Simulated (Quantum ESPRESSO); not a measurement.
## PtS2: Hubbard U by linear response with PBEsol+U

Crystal: PtS2.

```xyz
3
Lattice="3.5432 0.0000 0.0000 -1.7716 3.0685 0.0000 0.0000 0.0000 5.0388" Properties=species:S:1:pos:R:3 pbc="T T T"
Pt    0.0000    0.0000    0.0000
S     1.7716    1.0228    3.8950
S     0.0000    2.0457    1.1438
```

- Program: Quantum ESPRESSO 7.5
- Task: Hubbard U by linear response
- Functional: PBEsol
- Potentials or basis: GBRV 1.5 PBEsol
- Cutoff: 612 eV
- Density cutoff: 4898 eV
- k mesh: 4 × 4 × 2
- Occupations: fermi-dirac, width 0.05 eV
- Spin: no spin polarisation
- Hubbard terms: Pt d U = 8.0 eV
- Start of the occupations: default
- Hubbard projectors: ortho-atomic
- Mixing beta: 0.3
- Most SCF iterations: 120
- SCF threshold: 6e-10 Ry
- q mesh: 2 × 2 × 2

```yaml
Pressure: 6.9 GPa
Largest_force: 1.190 eV/Å
Band_gap_on_the_k_mesh: 0.84 eV, indirect (least direct gap 1.90 eV)
Hubbard_U_from_linear_response: 5.02 eV
```

Forces in eV/Å, atoms in the order of the input:
```
Pt   0.000  0.000  0.000
S    0.000  0.000 -1.190
S    0.000  0.000  1.190
```

Stress tensor (GPa, compression positive):
```
7.59 0.00 0.00
0.00 7.59 0.00
0.00 0.00 5.42
```

Levels at points of the mesh, in eV from the valence-band top:
```csv
k point,band 11,band 12,band 13,band 14,band 15,band 16,band 17,band 18
"(0.00, 0.00, 0.00)",-2.87,-0.95,-0.95,0.00,2.33,2.33,4.89,5.86
"(0.00, 0.00, -0.50)",-2.41,-1.42,-1.15,-1.15,2.84,2.84,5.61,7.48
"(0.00, -0.50, 0.00)",-4.19,-3.21,-2.94,-2.88,1.64,2.76,5.69,6.65
"(0.00, -0.50, -0.50)",-5.10,-3.63,-2.88,-1.21,1.97,2.23,5.57,5.61
```

Eigenvalues of the final occupation matrices:
```tsv
site	spin	trace	eigenvalues
Pt 1 5d	each	4.41	0.73 0.73 0.98 0.98 0.98
```

Hubbard U from linear response:
| site | manifold | U (eV) |
| --- | --- | --- |
| 1 | Pt-5d | 5.02 |
On the first site the bare response is -0.208 and the screened one -0.102 eV⁻¹.

It took 3 min on 1 thread of Arm Neoverse V2, with other jobs on the host, peak memory 0.19 GiB.

Caveat: the k mesh is coarse (spacing up to 0.62 Å⁻¹), so the values aren't converged; spin-orbit coupling is left out, which moves the levels of the heavy elements; forces of over 1 eV/Å show positions far from the minimum, so gaps and moduli don't describe the material at rest. A k mesh can miss the band edges.
